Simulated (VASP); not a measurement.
Write the native input for VASP 6.6.1 that does the following.

| Property | Result |
| --- | --- |
| Task | single point |
| Functional | PBE |
| Potentials or basis | VASP PAW PBE potentials, release 64 (Ca_sv, O) |
| Cutoff | 520 eV |
| k mesh | 6 × 6 × 6 |
| Occupations | gaussian, width 0.1 eV |
| Spin | no spin polarisation |
| Dipole correction | no |
| Further INCAR settings | ALGO = Fast; EDIFF = 1e-06; NBANDS = 15 |

The structure of CaO lies in POSCAR:

```
CaO
1.0
    3.3002833230      0.0000000030      0.0000000000
   -1.6501416641      2.8581291959      0.0000000000
    0.0000000000      0.0000000000      2.9986301491
Ca O
1 1
Direct
    0.6666666667      0.3333333333      0.0000000000
    0.3333333333      0.6666666667      0.5000000000
```

The cell was built by a generator and needn't be a form met in nature.

One way to write it, as run:

INCAR

```
SYSTEM = CaO
ALGO = Fast ; EDIFF = 1E-6
ENCUT = 520 ; GGA = PE
ISIF = 2 ; ISMEAR = 0
LASPH = .True. ; LCHARG = .True.
LELF = .True. ; LREAL = .False.
LVHAR = .True. ; LWAVE = .False.
NBANDS = 15 ; NELM = 80
PREC = Accurate ; SIGMA = 0.1
```

KPOINTS

```
k-points
0
Gamma
  6 6 6
  0 0 0
```

Potentials or basis: VASP PAW PBE potentials, release 64 (Ca_sv, O).

Command:

```console
$ cat potpaw_PBE.64/Ca_sv/POTCAR potpaw_PBE.64/O/POTCAR > POTCAR
$ mpirun -np 1 vasp_std > vasp.out
```

It gave:

The pressure is 0.6 GPa and the band gap on the k mesh is 3.32 eV, direct.

Wall time 8.3 s on 1 thread of Intel(R) Xeon(R) 6975P-C (Granite Rapids), on a shared host, peak memory 0.14 GiB.
